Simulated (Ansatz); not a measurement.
# SiNi: the cost of one run

Computed with Ansatz 0.2.0 (DFT PBE, scalar-relativistic, plane waves, PAW, unless a step's input says otherwise).

3 further runs of the same task are left out: 3 that didn't finish.

### 1 The system as given

It takes space group Pmmn (No. 59, orthorhombic). Conventional cell: a = 3.055 Å, b = 3.258 Å, c = 4.709 Å, α = 90.00°, β = 90.00°, γ = 90.00°. Around Si (site symmetry mm2) lie 6 Ni at 2.35 to 2.40 Å and 4 Si at 2.68 Å. Around Ni (site symmetry mm2) lie 6 Si at 2.35 to 2.40 Å and 4 Ni at 2.68 Å.

Coordinates:

```
CELL_PARAMETERS angstrom
3.05528 0.00000 0.00000
0.00000 3.25831 0.00000
0.00000 0.00000 4.70939
ATOMIC_POSITIONS crystal
Si 0.50000 0.50000 0.84318
Si 0.00000 0.00000 0.15682
Ni 0.50000 0.50000 0.34231
Ni 0.00000 0.00000 0.65769
```

This cell was relaxed beforehand with the same method: volume 11.72 Å³/atom, gap on the mesh none (metal).

### 2 Zero of the scan

Contents of input.yaml:

```yaml
crystal:
  lattice:
    - [3.0552835571, 0.0, 0.0]
    - [0.0, 3.2583147393, 0.0]
    - [0.0, 0.0, 4.7093899656]
  atoms:
    - { symbol: Si, position: [0.5, 0.5, 0.8431827246] }
    - { symbol: Si, position: [0.0, 0.0, 0.1568172754] }
    - { symbol: Ni, position: [0.5, 0.5, 0.342305981] }
    - { symbol: Ni, position: [0.0, 0.0, 0.657694019] }
basis:
  ecutwfc: 420
kpoints:
  mp_grid: { grid: [12, 10, 8] }
hamiltonian:
  xc: pbe
scf:
  occupations: { method: gaussian, width: 0.15 }
output:
  forces: true
  stress: true
  eigenvalues: true
  write_density: true
  write_potential: true
  elf: true
  volumetric_format: npy
```

Started as:

```bash
$ ansatz run input.yaml --threads 2 --pin off --max-ram 5120MiB --backend cpu --events-out ev --progress --plain --runs-dir out
```

Q: Estimate wall time and peak memory on 2 threads of Arm Neoverse V1, shared host.

About 9.2 s, with a peak of 0.47 GiB.
